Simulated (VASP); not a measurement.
## Ca: band structure with rev-vdW-DF2

Ca:

```
Ca
1.0
     3.81429    0.00000    0.00000
    -1.28541    3.59117    0.00000
    -1.26444   -1.79558    3.11863
Ca
1
Direct
  0.50000 0.50000 0.00000
```

This isn't the form of Ca at room conditions, which is fcc.

```
Program                : VASP 6.6.1
Task                   : band structure
Functional             : rev-vdW-DF2
Potentials or basis    : VASP PAW PBE potentials, release 54 (Ca_pv)
Cutoff                 : 500 eV
k mesh                 : 9 × 9 × 9
Occupations            : gaussian, width 0.01 eV
Spin                   : no spin polarisation
Further INCAR settings : ALGO = Fast; EDIFF = 1.00e-06; ISYM = 0
```

```yaml
Band_gap_along_the_path: none (metal or under the smearing width)
```

Levels at the corners of the path, in eV from the Fermi level:
```
point  band 1  band 2  band 3  band 4  band 5  band 6  band 7  band 8
    Γ  -22.99  -22.99  -22.99   -4.05    2.21    2.22    2.22    3.25
    X  -23.12  -23.03  -22.99   -0.92   -0.03    1.30    3.14    3.51
    M  -23.08  -23.08  -23.08    0.04    0.05    3.86    3.86    3.92
    Γ  -22.99  -22.99  -22.99   -4.05    2.21    2.22    2.22    3.25
    Z  -23.08  -23.08  -23.08    0.04    0.05    3.85    3.85    3.92
    P  -23.05  -23.05  -23.05    0.33    0.33    0.33    3.54    3.56
    N  -23.12  -23.03  -22.99   -0.91   -0.02    1.28    3.16    3.52
   Z1  -23.08  -23.08  -23.08    0.04    0.05    3.85    3.85    3.92
    M  -23.08  -23.08  -23.08    0.04    0.05    3.86    3.86    3.92
    X  -23.12  -23.03  -22.99   -0.92   -0.03    1.30    3.14    3.51
    P  -23.05  -23.05  -23.05    0.33    0.33    0.33    3.54    3.58
```

Wall time 59 s on 1 thread of Intel(R) Xeon(R) Platinum 8488C (Sapphire Rapids) (shared host), peak memory 0.31 GiB.

Caveat: the log is that of the step along the path at fixed density, whose energy, stress, charges and moments have no meaning.
